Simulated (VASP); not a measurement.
# Nb (P6_3/mmc) in VASP: settings compared

Aim: see how the results for Nb move with the level of theory and the settings. Levels: PBEsol, r2SCAN. Tasks: single point.

Everything below comes from runs of VASP 6.6.1. Logs are shortened: lines on timing, memory, paths and dates and some standing lists are left out, and cuts for length are marked.

**1. The structure**

Symmetry: P6_3/mmc, No. 194, hexagonal system. Conventional cell: a = 2.832 Å, b = 2.832 Å, c = 5.181 Å, α = 90.00°, β = 90.00°, γ = 120.00°. Around Nb (site symmetry -6m2) lie 12 Nb at 2.83 to 3.06 Å.

This isn't the form of Nb at room conditions, which is bcc.

**2. Single point, PBEsol**

Contents of INCAR:

```
  PREC = Accurate
  ENCUT = 700
  EDIFF = 1E-6
  ISMEAR = 0
  SIGMA = 0.1
  LREAL = F
  LASPH = T
  NELM = 80
  ALGO = Normal
  ISIF = 2
  LWAVE = F
  LCHARG = F
  GGA = PS
  NBANDS = 20
```

Contents of KPOINTS:

```
regular mesh
0
Gamma
  18 18 10
```

Contents of POSCAR:

```
Nb
1.0
    2.8321900000      0.0000000000      0.0000000000
   -1.4160900000      2.4527500000      0.0000000000
    0.0000000000      0.0000000000      5.1814900000
Nb
2
Direct
    0.3333300000      0.6666700000      0.2500000000
    0.6666700000      0.3333300000      0.7500000000
```

Potentials or basis: VASP PAW PBE potentials, release 64 (Nb_sv).

Launch:

```bash
$ cat potpaw_PBE.64/Nb_sv/POTCAR > POTCAR
$ mpirun -np 1 vasp_std > vasp.out
```

OUTCAR:

```text
PREC = Accurate
   ENCUT = 700
   EDIFF = 1E-6
   ISMEAR = 0
   LREAL = F
   LASPH = T
   NELM = 80
   ISIF = 2
   GGA = PS

 ion  position               nearest neighbor table
   1  0.333  0.667  0.250-
   2  0.667  0.333  0.750-

  LATTYP: Found a hexagonal cell.
 ALAT       =     2.8321900000
 C/A-ratio  =     1.8294994333

  Lattice vectors:

 A1 = (   2.8321900000,   0.0000000000,   0.0000000000)
 A2 = (  -1.4160900000,   2.4527500000,   0.0000000000)
 A3 = (   0.0000000000,   0.0000000000,   5.1814900000)

Analysis of symmetry for initial positions (statically):
=====================================================================
 Subroutine PRICEL returns:
 Original cell was already a primitive cell.

 Routine SETGRP: Setting up the symmetry group for a
 hexagonal supercell.

 Subroutine GETGRP returns: Found  8 space group operations
 (whereof  4 operations were pure point group operations)
 out of a pool of 24 trial point group operations.

The static configuration has the point symmetry C_2h.
 The point group associated with its full space group is D_2h.

Analysis of symmetry for dynamics (positions and initial velocities):
=====================================================================
 Subroutine PRICEL returns:
 Original cell was already a primitive cell.

 Routine SETGRP: Setting up the symmetry group for a
 hexagonal supercell.

 Subroutine GETGRP returns: Found  8 space group operations
 (whereof  4 operations were pure point group operations)
 out of a pool of 24 trial point group operations.

The dynamic configuration has the point symmetry C_2h.
 The point group associated with its full space group is D_2h.

 Subroutine INISYM returns: Found  8 space group operations
 (whereof  4 operations are pure point group operations),
 and found     1 'primitive' translations

----------------------------------------------------------------------------------------

                                     Primitive cell

  volume of cell :      35.9940

  direct lattice vectors                    reciprocal lattice vectors
     2.832190000  0.000000000  0.000000000     0.353083656  0.203852098  0.000000000
    -1.416090000  2.452750000  0.000000000     0.000000000  0.407705637  0.000000000
     0.000000000  0.000000000  5.181490000     0.000000000  0.000000000  0.192994679

  length of vectors
     2.832190000  2.832188809  5.181490000     0.407705465  0.407705637  0.192994679

  position of ions in fractional coordinates (direct lattice)
     0.333330000  0.666670000  0.250000000
     0.666670000  0.333330000  0.750000000

  ion indices of the primitive-cell ions
   primitive index   ion index
                 1           1
                 2           2

----------------------------------------------------------------------------------------

 KPOINTS: regular mesh

Automatic generation of k-mesh.
 Grid dimensions read from file:
 generate k-points for:   18   18   10

 Generating k-lattice:

  Cartesian coordinates                     Fractional coordinates (reciprocal lattice)
     0.019615759  0.011325117  0.000000000     0.055555556  0.000000000  0.000000000
     0.000000000  0.022650313  0.000000000     0.000000000  0.055555556  0.000000000
     0.000000000  0.000000000  0.019299468     0.000000000  0.000000000  0.100000000

  Length of vectors
     0.022650304  0.022650313  0.019299468

  Shift w.r.t. Gamma in fractional coordinates (k-lattice)
     0.000000000  0.000000000  0.000000000

 Subroutine IBZKPT returns following result:
 ===========================================

 Found    546 irreducible k-points:

 Following reciprocal coordinates:
            Coordinates               Weight
  0.000000  0.000000  0.000000      1.000000
  0.055556  0.000000  0.000000      4.000000
 -0.055556  0.055556  0.000000      2.000000
  0.111111  0.000000  0.000000      4.000000
 -0.111111  0.111111  0.000000      2.000000
  0.166667  0.000000  0.000000      4.000000
[... 16 lines left out ...]
 -0.055556  0.166667  0.000000      4.000000
 -0.166667  0.111111  0.000000      4.000000
 [... further k-points ...]
   k-points           NKPTS =    546   k-points in BZ     NKDIM =    546   number of bands    NBANDS=     20
   number of dos      NEDOS =    301   number of ions     NIONS =      2
   total plane-waves  NPLWV =  27648
   dimension x,y,z NGX =    24 NGY =   24 NGZ =   48
   dimension x,y,z NGXF=    48 NGYF=   48 NGZF=   96
   ions per type =               2
   NGX,Y,Z   is equivalent  to a cutoff of  14.09, 14.09, 15.40 a.u.
   NGXF,Y,Z  is equivalent  to a cutoff of  28.18, 28.18, 30.80 a.u.
 SYSTEM =  unknown system
   PREC   = accura    normal or accurate (medium, high low for compatibility)
   ISTART =      0    job   : 0-new  1-cont  2-samecut
   ICHARG =      2    charge: 1-file 2-atom 10-const
   ISPIN  =      1    spin polarized calculation?
   LNONCOLLINEAR =      F non collinear calculations
   LSORBIT =      F    spin-orbit coupling
   LASPH  =      T    aspherical Exc in radial PAW
   ENCUT  =  700.0 eV  51.45 Ry    7.17 a.u.   6.11  6.11 11.18*2*pi/ulx,y,z
   NELM   =     80;   NELMIN=  2; NELMDL= -5     # of ELM steps
   EDIFF  = 0.1E-05   stopping-criterion for ELM
   LREAL  =      F    real-space projection
   EDIFFG = 0.1E-04   stopping-criterion for IOM
   NSW    =      0    number of steps for IOM
   IBRION =     -1    ionic relax: 0-MD 1-quasi-New 2-CG
   NFREE  =      0    steps in history (QN), initial steepest desc. (CG)
   ISIF   =      2    stress and relaxation
   ISYM   =      2    0-nonsym 1-usesym 2-fastsym
   POTIM  = 0.5000    time-step for ionic-motion
   TEBEG  =    0.0;   TEEND  =   0.0 temperature during run
   PSTRESS=    0.0 pullay stress
   NELECT =      26.0000    total number of electrons
   NUPDOWN=      -1.0000    fix difference up-down
   EMIN   =  10.00;   EMAX   =-10.00  energy-range for DOS
   EFERMI =   0.00;   METHOD = LEGACY
   ISMEAR =     0;   SIGMA  =   0.10  broadening in eV -4-tet -1-fermi 0-gaus
   EFERMI_NEDOS =   21; number of points for ismear=-14 and -15
   IALGO  =     38    algorithm
   IMIX   =      4    mixing-type and parameters
     AMIX     =   0.40;   BMIX     =  1.00
     AMIX_MAG =   1.60;   BMIX_MAG =  1.00
  volume/ion in A,a.u.               =      18.00       121.45
  Fermi-wavevector in a.u.,A,eV,Ry     =   1.468890  2.775799 29.356431  2.157637
  Thomas-Fermi vector in A             =   2.584333
   LORBIT       =      0    0 simple, 1 ext, 2 COOP (PROOUT), +10 PAW based schemes
   GGA     = PS    functional components
   LHFCALC =     F    Hartree Fock is set to
   AEXX    =    0.0000 exact exchange contribution
   IVDW    =     0    specifies the selected vdW correction
   LEPSILON=     F    determine dielectric tensor
   LRPA    =     F    only Hartree local field effects (RPA)
 non-spin polarized calculation
 Gauss-broadening in eV      SIGMA  =   0.10
  energy-cutoff  :      700.00
  volume of cell :       35.99
 maximum number of plane-waves:      1539
   NGX = 13   NGY = 13   NGZ = 23

 number of electron      25.9999999 magnetization

 Free energy of the ion-electron system (eV)
  ---------------------------------------------------
  ext. energy  EPLUGINS =         0.00000000
  ---------------------------------------------------
  free energy    TOTEN  =       -21.29183460 eV

  energy without entropy =      -21.27890039  energy(sigma->0) =      -21.28536750

 E-fermi :  11.4267     XC(G=0): -12.6169

 val. band max:       11.4261364061   @ k =  -0.1111   0.1111   0.5000
 cond. band min:      11.4307296036   @ k =   0.1111   0.0000   0.0000
 fundamental gap:      0.0045931975
 Fermi energy:        11.4266767521

 k-point     1 :       0.0000    0.0000    0.0000
  band No.  band energies     occupation
      1     -43.1941      2.00000
      2     -43.0495      2.00000
      3     -19.7617      2.00000
      4     -18.7159      2.00000
      5     -18.4653      2.00000
      6     -18.4653      2.00000
[... 12 lines left out ...]
     19      15.8741      0.00000
     20      15.8742      0.00000

 k-point     2 :       0.0556    0.0000    0.0000
  band No.  band energies     occupation
      1     -43.1862      2.00000
      2     -43.0435      2.00000
      3     -19.7480      2.00000
      4     -18.7162      2.00000
      5     -18.5120      2.00000
      6     -18.4776      2.00000
[... 12 lines left out ...]
     19      15.9127      0.00000
     20      16.1932      0.00000

 k-point     3 :      -0.0556    0.0556    0.0000
  band No.  band energies     occupation
      1     -43.1862      2.00000
      2     -43.0435      2.00000
      3     -19.7480      2.00000
      4     -18.7162      2.00000
      5     -18.5120      2.00000
      6     -18.4776      2.00000
[... 12 lines left out ...]
     19      15.9128      0.00000
     20      16.1931      0.00000

 k-point     4 :       0.1111    0.0000    0.0000
  band No.  band energies     occupation
      1     -43.1633      2.00000
      2     -43.0262      2.00000
      3     -19.7079      2.00000
      4     -18.7175      2.00000
      5     -18.6458      2.00000
      6     -18.5546      2.00000
[... 12 lines left out ...]
     19      15.9961      0.00000
     20      16.9274      0.00000

 k-point     5 :      -0.1111    0.1111    0.0000
  band No.  band energies     occupation
      1     -43.1633      2.00000
      2     -43.0262      2.00000
      3     -19.7079      2.00000
      4     -18.7175      2.00000
      5     -18.6458      2.00000
      6     -18.5546      2.00000
[... 12 lines left out ...]
     19      15.9961      0.00000
     20      16.9273      0.00000
[... 353 lines left out ...]
      6     -18.5304      2.00000
[... 12 lines left out ...]
     19      15.9441      0.00000
     20      16.7251      0.00000

 k-point    22 :       0.1111    0.0556    0.0000
  band No.  band energies     occupation
      1     -43.1416      2.00000
      2     -43.0100      2.00000
      3     -19.6692      2.00000
      4     -18.7595      2.00000
      5     -18.7195      2.00000
      6     -18.6880      2.00000
[... 12 lines left out ...]
     19      15.9801      0.00000
     20      17.5379      0.00000

 k-point    23 :      -0.0556    0.1667    0.0000
  band No.  band energies     occupation
      1     -43.1416      2.00000
      2     -43.0100      2.00000
      3     -19.6692      2.00000
      4     -18.7595      2.00000
      5     -18.7195      2.00000
      6     -18.6880      2.00000
[... 12 lines left out ...]
     19      15.9802      0.00000
     20      17.5378      0.00000

 k-point    24 :      -0.1667    0.1111    0.0000
  band No.  band energies     occupation
      1     -43.1416      2.00000
      2     -43.0100      2.00000
      3     -19.6692      2.00000
      4     -18.7595      2.00000
      5     -18.7195      2.00000
      6     -18.6880      2.00000
[... 12 lines left out ...]
     19      15.9802      0.00000
     20      17.5378      0.00000

 [... further k-points ...]

------------------------ aborting loop because EDIFF is reached ----------------------------------------

  FORCE on cell =-STRESS in cart. coord.  units (eV):
  Direction    XX          YY          ZZ          XY          YZ          ZX
  --------------------------------------------------------------------------------------
  -------------------------------------------------------------------------------------
  Total        0.0047170      0.0048676      0.0155381      0.0001304     -0.0000000      0.0000000
  in kB        0.2099667      0.2166704      0.6916377      0.0058058     -0.0000000      0.0000000
  external PRESSURE =       0.3727583 kB  Pullay stress =       0.0000000 kB

 VOLUME and BASIS-vectors are now :
 -----------------------------------------------------------------------------
  energy-cutoff  :      700.00
  volume of cell :       35.99
      direct lattice vectors                 reciprocal lattice vectors
     2.832190000  0.000000000  0.000000000     0.353083656  0.203852098  0.000000000
    -1.416090000  2.452750000  0.000000000     0.000000000  0.407705637  0.000000000
     0.000000000  0.000000000  5.181490000     0.000000000  0.000000000  0.192994679

 POSITION                                       TOTAL-FORCE (eV/Angst)
 -----------------------------------------------------------------------------------
     -0.00001      1.63517      1.29537        -0.000030      0.000017      0.000000
      1.41611      0.81758      3.88612         0.000030     -0.000017     -0.000000
 -----------------------------------------------------------------------------------
    total drift:                                0.000000      0.000000      0.000000

  FREE ENERGIE OF THE ION-ELECTRON SYSTEM (eV)
  ---------------------------------------------------
  free  energy   TOTEN  =       -21.2918346034 eV

  energy  without entropy=      -21.2789003886  energy(sigma->0) =      -21.28536750
```

Wall time 6.1 min (1 thread of AMD EPYC 7R13 (Zen 3), shared host); peak memory 0.52 GiB.

Results:

| Item | Value |
| --- | --- |
| Free energy | -21.2918 eV |
| Pressure | 0.0 GPa |
| Band gap on the k mesh | none (metal or under the smearing width) |

Caveat: the PAW data sets were made with another functional, which shifts forces and pressure a little.

**3. Single point, PBEsol**

INCAR: that of step 2 with these lines changed.

```diff
@@ -1,3 +1,3 @@
   PREC = Accurate
-  ENCUT = 700
+  ENCUT = 520
   EDIFF = 1E-6
```

Contents of KPOINTS:

```
regular mesh
0
Gamma
  27 27 12
```

POSCAR is that of step 2.

Potentials or basis: VASP PAW PBE potentials, release 64 (Nb_sv).

Launch:

```bash
$ cat potpaw_PBE.64/Nb_sv/POTCAR > POTCAR
$ mpirun -np 1 vasp_std > vasp.out
```

OUTCAR:

```text
PREC = Accurate
   ENCUT = 520
   EDIFF = 1E-6
   ISMEAR = 0
   LREAL = F
   LASPH = T
   NELM = 80
   ISIF = 2
   GGA = PS

 ion  position               nearest neighbor table
   1  0.333  0.667  0.250-
   2  0.667  0.333  0.750-

  LATTYP: Found a hexagonal cell.
 ALAT       =     2.8321900000
 C/A-ratio  =     1.8294994333

  Lattice vectors:

 A1 = (   2.8321900000,   0.0000000000,   0.0000000000)
 A2 = (  -1.4160900000,   2.4527500000,   0.0000000000)
 A3 = (   0.0000000000,   0.0000000000,   5.1814900000)

Analysis of symmetry for initial positions (statically):
=====================================================================
 Subroutine PRICEL returns:
 Original cell was already a primitive cell.

 Routine SETGRP: Setting up the symmetry group for a
 hexagonal supercell.

 Subroutine GETGRP returns: Found  8 space group operations
 (whereof  4 operations were pure point group operations)
 out of a pool of 24 trial point group operations.

The static configuration has the point symmetry C_2h.
 The point group associated with its full space group is D_2h.

Analysis of symmetry for dynamics (positions and initial velocities):
=====================================================================
 Subroutine PRICEL returns:
 Original cell was already a primitive cell.

 Routine SETGRP: Setting up the symmetry group for a
 hexagonal supercell.

 Subroutine GETGRP returns: Found  8 space group operations
 (whereof  4 operations were pure point group operations)
 out of a pool of 24 trial point group operations.

The dynamic configuration has the point symmetry C_2h.
 The point group associated with its full space group is D_2h.

 Subroutine INISYM returns: Found  8 space group operations
[... 103 lines left out ...]
   ISIF   =      2    stress and relaxation
   ISYM   =      2    0-nonsym 1-usesym 2-fastsym
   POTIM  = 0.5000    time-step for ionic-motion
   TEBEG  =    0.0;   TEEND  =   0.0 temperature during run
   PSTRESS=    0.0 pullay stress
   NELECT =      26.0000    total number of electrons
   NUPDOWN=      -1.0000    fix difference up-down
   EMIN   =  10.00;   EMAX   =-10.00  energy-range for DOS
   EFERMI =   0.00;   METHOD = LEGACY
   ISMEAR =     0;   SIGMA  =   0.10  broadening in eV -4-tet -1-fermi 0-gaus
   EFERMI_NEDOS =   21; number of points for ismear=-14 and -15
   IALGO  =     38    algorithm
   IMIX   =      4    mixing-type and parameters
     AMIX     =   0.40;   BMIX     =  1.00
     AMIX_MAG =   1.60;   BMIX_MAG =  1.00
  volume/ion in A,a.u.               =      18.00       121.45
  Fermi-wavevector in a.u.,A,eV,Ry     =   1.468890  2.775799 29.356431  2.157637
  Thomas-Fermi vector in A             =   2.584333
   LORBIT       =      0    0 simple, 1 ext, 2 COOP (PROOUT), +10 PAW based schemes
   GGA     = PS    functional components
   LHFCALC =     F    Hartree Fock is set to
   AEXX    =    0.0000 exact exchange contribution
   IVDW    =     0    specifies the selected vdW correction
   LEPSILON=     F    determine dielectric tensor
   LRPA    =     F    only Hartree local field effects (RPA)
 non-spin polarized calculation
 Gauss-broadening in eV      SIGMA  =   0.10
  energy-cutoff  :      520.00
  volume of cell :       35.99
 maximum number of plane-waves:       988
 NGX is ok and might be reduce to    24
   NGX = 11   NGY = 11   NGZ = 19

 number of electron      25.9999999 magnetization

 Free energy of the ion-electron system (eV)
  ---------------------------------------------------
  ext. energy  EPLUGINS =         0.00000000
  ---------------------------------------------------
  free energy    TOTEN  =       -21.28921269 eV

  energy without entropy =      -21.27455629  energy(sigma->0) =      -21.28188449

 E-fermi :  11.4216     XC(G=0): -12.6172

 val. band max:       11.4207319728   @ k =   0.3333   0.2222   0.4167
 cond. band min:      11.4230718397   @ k =   0.4815   0.3333   0.5000
 fundamental gap:      0.0023398669
 Fermi energy:        11.4216428391

 k-point     1 :       0.0000    0.0000    0.0000
  band No.  band energies     occupation
      1     -43.1949      2.00000
      2     -43.0502      2.00000
      3     -19.7611      2.00000
      4     -18.7155      2.00000
      5     -18.4666      2.00000
      6     -18.4666      2.00000
[... 541 lines left out ...]
     19      17.1131      0.00000
     20      19.6076      0.00000

 [... further k-points ...]
[... 5 lines left out ...]
  --------------------------------------------------------------------------------------
  -------------------------------------------------------------------------------------
  Total        0.0051275      0.0052844      0.0248115      0.0001359      0.0000000      0.0000000
  in kB        0.2282360      0.2352230      1.1044194      0.0060512      0.0000000      0.0000000
  external PRESSURE =       0.5226261 kB  Pullay stress =       0.0000000 kB

 VOLUME and BASIS-vectors are now :
 -----------------------------------------------------------------------------
  energy-cutoff  :      520.00
  volume of cell :       35.99
      direct lattice vectors                 reciprocal lattice vectors
     2.832190000  0.000000000  0.000000000     0.353083656  0.203852098  0.000000000
    -1.416090000  2.452750000  0.000000000     0.000000000  0.407705637  0.000000000
     0.000000000  0.000000000  5.181490000     0.000000000  0.000000000  0.192994679

 POSITION                                       TOTAL-FORCE (eV/Angst)
 -----------------------------------------------------------------------------------
     -0.00001      1.63517      1.29537        -0.000043      0.000025      0.000000
      1.41611      0.81758      3.88612         0.000043     -0.000025      0.000000
 -----------------------------------------------------------------------------------
    total drift:                                0.000000      0.000000      0.000000

  FREE ENERGIE OF THE ION-ELECTRON SYSTEM (eV)
  ---------------------------------------------------
  free  energy   TOTEN  =       -21.2892126918 eV

  energy  without entropy=      -21.2745562918  energy(sigma->0) =      -21.28188449
```

Wall time 12 min (1 thread of AMD EPYC 7R13 (Zen 3), shared host); peak memory 0.77 GiB.

What came out:

```
Free energy            : -21.2892 eV
Pressure               : 0.1 GPa
Band gap on the k mesh : none (metal or under the smearing width)
```

Levels at points of the mesh, in eV from the Fermi level:
| k point | band 10 | band 11 | band 12 | band 13 | band 14 | band 15 | band 16 | band 17 |
| --- | --- | --- | --- | --- | --- | --- | --- | --- |
| (0.00, 0.00, 0.00) | -4.01 | -1.06 | 0.31 | 0.31 | 0.52 | 0.77 | 0.77 | 2.67 |
| (0.00, 0.00, 0.50) | -4.70 | -1.30 | -1.30 | 0.37 | 0.37 | 0.37 | 0.37 | 3.82 |

Caveat: the PAW data sets were made with another functional, which shifts forces and pressure a little.

(Continued in part 2 of 2.)
